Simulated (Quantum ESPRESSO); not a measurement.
The system is CdS (Greenockite).

```
Cd S
1.0
     4.15000    0.00000    0.00000
    -2.07500    3.59401    0.00000
     0.00000    0.00000    6.73700
Cd S
2 2
Direct
  0.66667 0.33333 0.50000
  0.33333 0.66667 0.00000
  0.66667 0.33333 0.87500
  0.33333 0.66667 0.37500
```

- Program: Quantum ESPRESSO 7.5
- Task: single point
- Functional: PBE
- Potentials or basis: SSSP 1.3 efficiency PBE
- Cutoff: 816 eV
- Density cutoff: 6531 eV
- k mesh: 7 × 7 × 4
- Occupations: fermi-dirac, width 0.05 eV
- Spin: no spin polarisation

On this cell: pressure 2.2 GPa; largest force 0.068 eV/Å; band gap on the k mesh 1.17 eV, direct.

The same run follows on a disturbed copy (atoms moved at random, drawn with an rms of 0.05 Å):

```
Cd S
1.0
     4.15000    0.00000    0.00000
    -2.07500    3.59401    0.00000
     0.00000    0.00000    6.73700
Cd S
2 2
Direct
  0.65238 0.33483 0.49822
  0.33236 0.66383 0.00239
  0.66257 0.33254 0.87277
  0.33939 0.67049 0.37511
```

What changes?

The energy moves by +5.0 meV/atom; pressure 2.2 GPa; largest force 0.414 eV/Å; band gap on the k mesh 1.16 eV, direct.

Forces in eV/Å, atoms in the order of the input:
```
Cd   0.390 -0.007  0.013
Cd  -0.076  0.035 -0.213
S    0.098 -0.029  0.153
S   -0.412  0.001  0.047
```

Stress tensor (GPa, compression positive):
```
 1.94 -0.91  0.40
-0.91  1.93  0.03
 0.40  0.03  2.86
```

